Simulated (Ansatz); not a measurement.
Geometry optimisation in Ansatz: input, command and trajectory.

```yaml
crystal:
  lattice:
    - [2.8202311354, 2.8202311354, 0.0]
    - [-2.8202311354, 2.8202311354, 0.0]
    - [0.0, 0.0, 6.0699390934]
  atoms:
    - { symbol: Al, position: [0.5, 0.0, 0.25] }
    - { symbol: Al, position: [0.0, 0.5, 0.25] }
    - { symbol: Al, position: [0.0, 0.5, 0.75] }
    - { symbol: Al, position: [0.5, 0.0, 0.75] }
    - { symbol: Cu, position: [0.0, 0.0, 0.5] }
    - { symbol: Cu, position: [0.5, 0.5, 0.0] }
basis:
  ecutwfc: 420
kpoints:
  mp_grid: { grid: [10, 10, 6] }
hamiltonian:
  xc: pbesol
scf:
  occupations: { method: gaussian, width: 0.1 }
output:
  forces: true
  stress: true
  eigenvalues: true
relax:
  adjacent_minimum: "off"
  f_tol: 0.008
  max_steps: 40
  cell: { stress_tol: 0.015, fix: [c, angles] }
```

```bash
ansatz run input.yaml --threads 1 --pin off --max-ram 2560MiB --backend cpu --events-out ev --progress --plain --runs-dir out
```

All numbers below come from DFT PBEsol, scalar-relativistic, plane waves, PAW (Ansatz).

Of 4 frames 3 are shown, positions in Å and forces in eV/Å; the SCF threshold varies from step to step. Steps run on the plane waves of an earlier cell, with a Pulay correction in the pressure. The basis is chosen afresh for the last frame, the zero of the energies, and at times for earlier ones too; energy and pressure step there, also at an unchanged geometry.

```xyz
6
Lattice="2.8202 2.8202 0.0000 -2.8202 2.8202 0.0000 0.0000 0.0000 6.0699" Properties=species:S:1:pos:R:3:forces:R:3 pbc="T T T" step=1 free_energy_over_end_meV_per_atom=0.11 pressure_GPa=-2.47
Al    1.4101    1.4101    1.5175    0.0000    0.0000    0.0000
Al   -1.4101    1.4101    1.5175    0.0000    0.0000    0.0000
Al   -1.4101    1.4101    4.5525    0.0000    0.0000    0.0000
Al    1.4101    1.4101    4.5525    0.0000    0.0000    0.0000
Cu    0.0000    0.0000    3.0350    0.0000    0.0000    0.0000
Cu    0.0000    2.8202    0.0000    0.0000    0.0000    0.0000
6
Lattice="2.8157 2.8157 0.0000 -2.8157 2.8157 0.0000 0.0000 0.0000 6.0699" Properties=species:S:1:pos:R:3:forces:R:3 pbc="T T T" step=2 free_energy_over_end_meV_per_atom=-0.01 pressure_GPa=-2.17
Al    1.4079    1.4079    1.5175    0.0000    0.0000    0.0000
Al   -1.4079    1.4079    1.5175    0.0000    0.0000    0.0000
Al   -1.4079    1.4079    4.5525    0.0000    0.0000    0.0000
Al    1.4079    1.4079    4.5525    0.0000    0.0000    0.0000
Cu    0.0000    0.0000    3.0350    0.0000    0.0000    0.0000
Cu    0.0000    2.8157    0.0000    0.0000    0.0000    0.0000
6
Lattice="2.8139 2.8139 0.0000 -2.8139 2.8139 0.0000 0.0000 0.0000 6.0699" Properties=species:S:1:pos:R:3:forces:R:3 pbc="T T T" step=4 free_energy_over_end_meV_per_atom=0.00 pressure_GPa=-2.04
Al    1.4069    1.4069    1.5175    0.0000    0.0000    0.0000
Al   -1.4069    1.4069    1.5175    0.0000    0.0000    0.0000
Al   -1.4069    1.4069    4.5525    0.0000    0.0000    0.0000
Al    1.4069    1.4069    4.5525    0.0000    0.0000    0.0000
Cu    0.0000    0.0000    3.0350    0.0000    0.0000    0.0000
Cu    0.0000    2.8139    0.0000    0.0000    0.0000    0.0000
```

The run took 53 s on 1 thread of Intel(R) Xeon(R) Platinum 8259CL CPU @ 2.50GHz (Skylake/Cascade Lake), with other jobs on the host, peak memory 0.54 GiB.